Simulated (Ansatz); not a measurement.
# Te_N in AlN (P6_3mc): charge-transition levels and formation energies

Aim: at which Fermi levels does Te_N in AlN (P6_3mc) change its charge? The model is a cell of 72 host atoms with 1 N taken out and 1 Te put in.

Program: Ansatz 0.2.0. Level of theory: place-levels on r2SCAN runs: charge-transition levels and formation energies with image-charge correction and potential alignment at the atomic sites; PAW set soft_1. Results are calculated unless marked as measured.

### 1. Starting point

The cell holds 72 atoms: 36 Al, 35 N and 1 Te. Its edges and angles: a = 9.320 Å, b = 9.320 Å, c = 9.956 Å, α = 90.0°, β = 90.0°, γ = 120.0°. It derives from AlN (space group P6_3mc). Nearest the centre at fractional (0.556, 0.444, 0.440): Te35 at 0.00 Å, Al26 at 1.89 Å, Al58 at 1.89 Å, Al34 at 1.89 Å, Al33 at 1.90 Å, N28 at 3.07 Å, N32 at 3.07 Å, N60 at 3.07 Å.

Structure file:

```xyz
72
Lattice="9.3196 0.0000 0.0000 -4.6598 8.0710 0.0000 0.0000 0.0000 9.9565" Properties=species:S:1:pos:R:3 pbc="T T T"
Al    1.5533    0.8968    2.4852
Al    0.0000    1.7936    4.9743
N     1.5533    0.8968    4.3848
N     0.0000    1.7936    1.8957
Al    1.5533    0.8968    7.4634
Al    0.0000    1.7936    9.9525
N     1.5533    0.8968    9.3631
N     0.0000    1.7936    6.8739
Al    0.0000    3.5871    2.4852
Al   -1.5533    4.4839    4.9743
N     0.0000    3.5871    4.3848
N    -1.5533    4.4839    1.8957
Al    0.0000    3.5871    7.4634
Al   -1.5533    4.4839    9.9525
N     0.0000    3.5871    9.3631
N    -1.5533    4.4839    6.8739
Al   -1.5533    6.2774    2.4852
Al   -3.1065    7.1742    4.9743
N    -1.5533    6.2774    4.3848
N    -3.1065    7.1742    1.8957
Al   -1.5533    6.2774    7.4634
Al   -3.1065    7.1742    9.9525
N    -1.5533    6.2774    9.3631
N    -3.1065    7.1742    6.8739
Al    4.6598    0.8968    2.4852
Al    3.1065    1.7936    4.9743
N     4.6598    0.8968    4.3848
N     3.1065    1.7936    1.8957
Al    4.6598    0.8968    7.4634
Al    3.1065    1.7936    9.9525
N     4.6598    0.8968    9.3631
N     3.1065    1.7936    6.8739
Al    3.1065    3.5871    2.4852
Al    1.5533    4.4839    4.9743
Te    3.1065    3.5871    4.3848
N     1.5533    4.4839    1.8957
Al    3.1065    3.5871    7.4634
Al    1.5533    4.4839    9.9525
N     3.1065    3.5871    9.3631
N     1.5533    4.4839    6.8739
Al    1.5533    6.2774    2.4852
Al    0.0000    7.1742    4.9743
N     1.5533    6.2774    4.3848
N     0.0000    7.1742    1.8957
Al    1.5533    6.2774    7.4634
Al    0.0000    7.1742    9.9525
N     1.5533    6.2774    9.3631
N     0.0000    7.1742    6.8739
Al    7.7663    0.8968    2.4852
Al    6.2130    1.7936    4.9743
N     7.7663    0.8968    4.3848
N     6.2130    1.7936    1.8957
Al    7.7663    0.8968    7.4634
Al    6.2130    1.7936    9.9525
N     7.7663    0.8968    9.3631
N     6.2130    1.7936    6.8739
Al    6.2130    3.5871    2.4852
Al    4.6598    4.4839    4.9743
N     6.2130    3.5871    4.3848
N     4.6598    4.4839    1.8957
Al    6.2130    3.5871    7.4634
Al    4.6598    4.4839    9.9525
N     6.2130    3.5871    9.3631
N     4.6598    4.4839    6.8739
Al    4.6598    6.2774    2.4852
Al    3.1065    7.1742    4.9743
N     4.6598    6.2774    4.3848
N     3.1065    7.1742    1.8957
Al    4.6598    6.2774    7.4634
Al    3.1065    7.1742    9.9525
N     4.6598    6.2774    9.3631
N     3.1065    7.1742    6.8739
```

The host's dielectric constants go in as inputs: (4.49, 4.49, 4.72) for the electrons alone, (8.15, 8.15, 9.65) with the ions, computed on the host (DFPT, PBEsol, on the r2SCAN cell), and a cell off the functional's own equilibrium shifts the ionic part.

The cell's shortest repeat is 9.3 Å.

### 2. The runs of each charge state

Levels follow from differences of total energies between charge states, each relaxed by itself.

Each atom starts 0.05 Å or so off its site in a random direction: a symmetric start keeps its symmetry, and would miss off-centre moves and Jahn–Teller distortions. Forces are taken at one point at (¼, ¼, ¼). The cell holds 1 electron more than the neutral one, with a uniform background that keeps it neutral on the whole.

The sampling was tested on the host first: at the k-points planned (1x1x1 shifted 0.25 0.25 0.25) its energy lies -0.014 eV an atom from the dense-mesh value, under the bound of 0.02 eV set for this test; that bounds the host's error, not the defect's.

One state's input; the others differ in charge, spin, start and seed, and in occupations where the table says so.

qm1.relax/input.yaml reads:

```yaml
crystal:
  lattice:
    - [9.31956554, 9.0e-08, 0.0]
    - [-4.65978284, 8.07098046, 0.0]
    - [0.0, 0.0, 9.95647772]
  atoms:
    - { symbol: Al, position: [0.22222222, 0.11111111, 0.24960167] }
    - { symbol: Al, position: [0.11111111, 0.22222222, 0.49960167] }
    - { symbol: "N", position: [0.22222222, 0.11111111, 0.44039833] }
    - { symbol: "N", position: [0.11111111, 0.22222222, 0.19039833] }
    - { symbol: Al, position: [0.22222222, 0.11111111, 0.74960167] }
    - { symbol: Al, position: [0.11111111, 0.22222222, 0.99960167] }
    - { symbol: "N", position: [0.22222222, 0.11111111, 0.94039833] }
    - { symbol: "N", position: [0.11111111, 0.22222222, 0.69039833] }
    - { symbol: Al, position: [0.22222222, 0.44444444, 0.24960167] }
    - { symbol: Al, position: [0.11111111, 0.55555556, 0.49960167] }
    - { symbol: "N", position: [0.22222222, 0.44444444, 0.44039833] }
    - { symbol: "N", position: [0.11111111, 0.55555556, 0.19039833] }
    - { symbol: Al, position: [0.22222222, 0.44444444, 0.74960167] }
    - { symbol: Al, position: [0.11111111, 0.55555556, 0.99960167] }
    - { symbol: "N", position: [0.22222222, 0.44444444, 0.94039833] }
    - { symbol: "N", position: [0.11111111, 0.55555556, 0.69039833] }
    - { symbol: Al, position: [0.22222222, 0.77777778, 0.24960167] }
    - { symbol: Al, position: [0.11111111, 0.88888889, 0.49960167] }
    - { symbol: "N", position: [0.22222222, 0.77777778, 0.44039833] }
    - { symbol: "N", position: [0.11111111, 0.88888889, 0.19039833] }
    - { symbol: Al, position: [0.22222222, 0.77777778, 0.74960167] }
    - { symbol: Al, position: [0.11111111, 0.88888889, 0.99960167] }
    - { symbol: "N", position: [0.22222222, 0.77777778, 0.94039833] }
    - { symbol: "N", position: [0.11111111, 0.88888889, 0.69039833] }
    - { symbol: Al, position: [0.55555556, 0.11111111, 0.24960167] }
    - { symbol: Al, position: [0.44444444, 0.22222222, 0.49960167] }
    - { symbol: "N", position: [0.55555556, 0.11111111, 0.44039833] }
    - { symbol: "N", position: [0.44444444, 0.22222222, 0.19039833] }
    - { symbol: Al, position: [0.55555556, 0.11111111, 0.74960167] }
    - { symbol: Al, position: [0.44444444, 0.22222222, 0.99960167] }
    - { symbol: "N", position: [0.55555556, 0.11111111, 0.94039833] }
    - { symbol: "N", position: [0.44444444, 0.22222222, 0.69039833] }
    - { symbol: Al, position: [0.55555556, 0.44444444, 0.24960167] }
    - { symbol: Al, position: [0.44444444, 0.55555556, 0.49960167] }
    - { symbol: Te, position: [0.55555556, 0.44444444, 0.44039833] }
    - { symbol: "N", position: [0.44444444, 0.55555556, 0.19039833] }
    - { symbol: Al, position: [0.55555556, 0.44444444, 0.74960167] }
    - { symbol: Al, position: [0.44444444, 0.55555556, 0.99960167] }
    - { symbol: "N", position: [0.55555556, 0.44444444, 0.94039833] }
    - { symbol: "N", position: [0.44444444, 0.55555556, 0.69039833] }
    - { symbol: Al, position: [0.55555556, 0.77777778, 0.24960167] }
    - { symbol: Al, position: [0.44444444, 0.88888889, 0.49960167] }
    - { symbol: "N", position: [0.55555556, 0.77777778, 0.44039833] }
    - { symbol: "N", position: [0.44444444, 0.88888889, 0.19039833] }
    - { symbol: Al, position: [0.55555556, 0.77777778, 0.74960167] }
    - { symbol: Al, position: [0.44444444, 0.88888889, 0.99960167] }
    - { symbol: "N", position: [0.55555556, 0.77777778, 0.94039833] }
    - { symbol: "N", position: [0.44444444, 0.88888889, 0.69039833] }
    - { symbol: Al, position: [0.88888889, 0.11111111, 0.24960167] }
    - { symbol: Al, position: [0.77777778, 0.22222222, 0.49960167] }
    - { symbol: "N", position: [0.88888889, 0.11111111, 0.44039833] }
    - { symbol: "N", position: [0.77777778, 0.22222222, 0.19039833] }
    - { symbol: Al, position: [0.88888889, 0.11111111, 0.74960167] }
    - { symbol: Al, position: [0.77777778, 0.22222222, 0.99960167] }
    - { symbol: "N", position: [0.88888889, 0.11111111, 0.94039833] }
    - { symbol: "N", position: [0.77777778, 0.22222222, 0.69039833] }
    - { symbol: Al, position: [0.88888889, 0.44444444, 0.24960167] }
    - { symbol: Al, position: [0.77777778, 0.55555556, 0.49960167] }
    - { symbol: "N", position: [0.88888889, 0.44444444, 0.44039833] }
    - { symbol: "N", position: [0.77777778, 0.55555556, 0.19039833] }
    - { symbol: Al, position: [0.88888889, 0.44444444, 0.74960167] }
    - { symbol: Al, position: [0.77777778, 0.55555556, 0.99960167] }
    - { symbol: "N", position: [0.88888889, 0.44444444, 0.94039833] }
    - { symbol: "N", position: [0.77777778, 0.55555556, 0.69039833] }
    - { symbol: Al, position: [0.88888889, 0.77777778, 0.24960167] }
    - { symbol: Al, position: [0.77777778, 0.88888889, 0.49960167] }
    - { symbol: "N", position: [0.88888889, 0.77777778, 0.44039833] }
    - { symbol: "N", position: [0.77777778, 0.88888889, 0.19039833] }
    - { symbol: Al, position: [0.88888889, 0.77777778, 0.74960167] }
    - { symbol: Al, position: [0.77777778, 0.88888889, 0.99960167] }
    - { symbol: "N", position: [0.88888889, 0.77777778, 0.94039833] }
    - { symbol: "N", position: [0.77777778, 0.88888889, 0.69039833] }
  host:
    repeats: [3, 3, 2]
    atoms:
      - { symbol: Al, position: [0.66666667, 0.33333333, 0.49920333] }
      - { symbol: Al, position: [0.33333333, 0.66666667, 0.99920333] }
      - { symbol: "N", position: [0.66666667, 0.33333333, 0.88079667] }
      - { symbol: "N", position: [0.33333333, 0.66666667, 0.38079667] }
total_charge: -1
basis:
  ecutwfc: 500
  xc_grid: 2
hamiltonian:
  xc: r2scan
  pseudopotentials: { kind: paw, azcp: { folder: soft_1 } }
kpoints:
  mp_grid: { grid: [1, 1, 1], shift: [0.25, 0.25, 0.25] }
scf:
  occupations: { method: fixed }
  max_iter: 60
output:
  forces: true
  charged_corrections:
    epsilon: [4.49, 4.49, 4.72]
    static_epsilon: [8.15, 8.15, 9.65]
    defect_position: [0.555556, 0.444444, 0.440398]
relax:
  f_tol: 0.02
  max_steps: 80
  random_displacement: { amplitude: 0.05, seed: 6954 }
checkpoint:
  write: "../qm1.relax.run"
  compress: false
  write_wavefunctions: true
  write_every: 100000
```

Started as:

```
$ ansatz run input.yaml --threads 4 --pin off --max-ram 7536MiB --backend cpu --events-out ev --progress --plain --runs-dir out
```

The relaxed structure is kept and the sampling changed to a 2×2×2 shifted mesh.

The run of this state that the levels use, under r2SCAN:

qm1.point/input.yaml reads:

```yaml
crystal:
  checkpoint: "../qm1.relax.run"
  host: checkpoint
total_charge: -1
basis:
  ecutwfc: 500
  xc_grid: 2
hamiltonian:
  xc: r2scan
  pseudopotentials: { kind: paw, azcp: { folder: soft_1 } }
kpoints:
  mp_grid: { grid: [2, 2, 2], shift: [0.5, 0.5, 0.5] }
scf:
  occupations: { method: fermi_dirac, width: 0.01 }
  max_iter: 60
output:
  forces: true
  eigenvalues: true
  charged_corrections:
    epsilon: [4.49, 4.49, 4.72]
    static_epsilon: [8.15, 8.15, 9.65]
    defect_position: [0.555556, 0.444444, 0.440398]
  eigenstates: { localisation: true }
  populations: true
  band_densities: [{ bands: [v1, v1] }, { bands: [c1, c1] }]
  write_density: true
  write_potential: true
  volumetric_format: npy
  elf: true
checkpoint:
  read: "../qm1.relax.run"
  write: "../qm1.point.run"
  compress: false
  write_wavefunctions: false
  write_every: 100000
```

Relaxations under r2SCAN at one point at (¼, ¼, ¼); times on 4 threads of Arm Neoverse V1, shared host:

```csv
charge,moment (μB),occupations,outcome,steps,largest displacement against the far atoms (Å),time
−1,0,fixed,converged,12,0.64,2.8 min
0,1,fixed,converged,11,0.66,7.7 min
+1,0,fixed,converged,9,0.74,2 min
```

Single points under r2SCAN at a 2×2×2 shifted mesh; times on 4 threads of Arm Neoverse V1, shared host:

```
charge  moment (μB)  occupations    outcome     time
    −1            0  fermi-dirac  converged     89 s
     0            1  fermi-dirac  converged  3.2 min
    +1            0  fermi-dirac  converged     85 s
```

Distances (Å) from Te35 to the nearest atoms after relaxation with r2SCAN:

```
charge  moment (μB)       1.       2.       3.       4.      5.      6.
    −1            0  Al 2.39  Al 2.39  Al 2.46  Al 2.47  N 3.07  N 3.08
     0            1  Al 2.38  Al 2.38  Al 2.44  Al 2.46  N 3.09  N 3.09
    +1            0  Al 2.37  Al 2.37  Al 2.37  Al 2.46  N 3.09  N 3.09
```

(Continued in part 2 of 2.)

[Logs are printed without paths, hosts, clocks, repeated set-up lines and the standing remarks that a program may print on its own settings, such as how far it seeks lower states.]

[Hosts, paths, dates, database ids (printed as entryN), source tags and the programs' standing remarks are cut or masked in the printed files.]

[Where a table of states has a column of steps, it counts the stored structures, which are thinned; the runs took as many ionic steps or more.]

[A defect's name tells the site on which it was built; relaxed atoms can leave that site.]

[For some hosts the program warned that the k-mesh of the response run may be too coarse for force constants and the static dielectric constant; such warnings are not shown here.]
